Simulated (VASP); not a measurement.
Runs of VASP 6.6.1 on PbSe (Clausthalite). It takes space group Fm-3m (No. 225, cubic). Conventional cell: a = 6.121 Å, b = 6.121 Å, c = 6.121 Å, α = 90.00°, β = 90.00°, γ = 90.00°. Pb (site symmetry m-3m) is surrounded by 6 Se at 3.06 Å. Se (site symmetry m-3m) has 6 Pb at 3.06 Å as nearest neighbours. 

```csv
task,cell,gap on the mesh (eV),pressure (GPa)
relaxation of the atoms,atoms relaxed from: a relaxed cell with its volume scaled by 0.98,(a),1.0
relaxation of the atoms,atoms relaxed from: a relaxed cell with its volume scaled by 1.04,0.53,-1.7
relaxation of the atoms,atoms relaxed from: a relaxed cell with its volume scaled by 1.06,(b),-2.5
relaxation of cell and atoms,relaxed,0.42,0.0
relaxation of the atoms,atoms relaxed from: a relaxed cell with its volume scaled by 0.96,0.29,2.2
```

Alike in all rows: level PBE; potentials or basis VASP PAW PBE potentials, release 64 (Pb, Se); no spin polarisation; k mesh 4 × 4 × 4; cutoff (eV) 300; smearing gaussian 0.03 eV; the mesh is coarse, so values aren't converged.

Fill in the values left out.

(a) 0.36; (b) 0.58.

Caveats: all runs use coarse meshes; spin-orbit coupling is left out, which as a rule narrows the gap of such compounds by several tenths of an eV; the relaxation stopped at its first step, so nothing moved (some runs).

A k mesh can miss the band edges, and the runs leave out spin-orbit coupling on Pb, Se.
